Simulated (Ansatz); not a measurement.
## Li started at a second open point in rocksalt LiCl, 65 atoms, charge +1

All numbers come from Ansatz (PAW, plane waves, no spin–orbit coupling) at the single k point (¼, ¼, ¼) without its symmetry partners. The atoms were relaxed with PBEsol in a fixed cell; other functionals are single points on those atoms unless said otherwise. The valence top and gap of the host come from its small cell on a dense mesh, with the band extrema sought between the mesh points, lined up by the mean potential, PBEsol gap 6.34 eV, HSE06 gap 7.95 eV. The charge correction uses an assumed dielectric constant of 11.

Cell: a = 10.133 Å, b = 10.133 Å, c = 10.133 Å, α = 90.00°, β = 90.00°, γ = 90.00°.

Nearest atoms after relaxation, from the placed atom (for vacancies from the middle of the vacant sites): Cl at 2.21 Å, Cl at 2.21 Å, Cl at 2.21 Å, Cl at 2.21 Å, Li at 2.62 Å, Li at 2.62 Å, Li at 2.62 Å, Li at 2.62 Å.

Chemical potentials μ are those of reference phases of the elements at zero temperature by the same functional (the usual solids, diamond for C, grey Sn, and the molecules H2, N2, O2, F2, Cl2, Br2 and S8).

```csv
functional,E(defect) − E(host) − Σ nμ + q·E_VBM (eV),monopole (eV),alignment (eV),formation energy at E_F = VBM (eV),moment (μB),"wall time, shared host"
PBEsol,-3.49,0.18,0.03,-3.28,0 (no spin),9.7 s on NVIDIA GB300 (relaxation)
HSE06,-4.40,0.18,0.03,-4.19,0 (no spin),18 s on NVIDIA GB300
```

Problem. How does the monopole term follow by hand for this cubic cell?

Solution. q²·α·e²/(4πε₀)/(2εL) with the Madelung constant α = 2.837 and e²/4πε₀ = 14.40 eV·Å: 1 × 2.837 × 14.40 / (2 × 11 × 10.133) = 0.18 eV.

HSE06 one-electron levels near the gap (the ten most localised at most), from the host's valence top, not corrected for the charge's images:

```tsv
level (eV)	spin	filling	atoms sharing it	element of the atom with most weight
-0.29	both	2.00	30.3	spread
-0.29	both	2.00	30.4	spread
-0.28	both	2.00	17.1	Cl
-0.26	both	2.00	34.5	spread
-0.26	both	2.00	34.5	spread
-0.09	both	2.00	25.3	spread
-0.09	both	2.00	25.3	spread
-0.09	both	2.00	30.7	spread
-0.02	both	2.00	33.9	spread
-0.02	both	2.00	33.9	spread
```

All elements are taken at their own reference at once; growth conditions in equilibrium with the host shift these energies, by up to the host's formation enthalpy.

One k point and a cell of this size can leave errors of several tenths of an eV in such numbers.
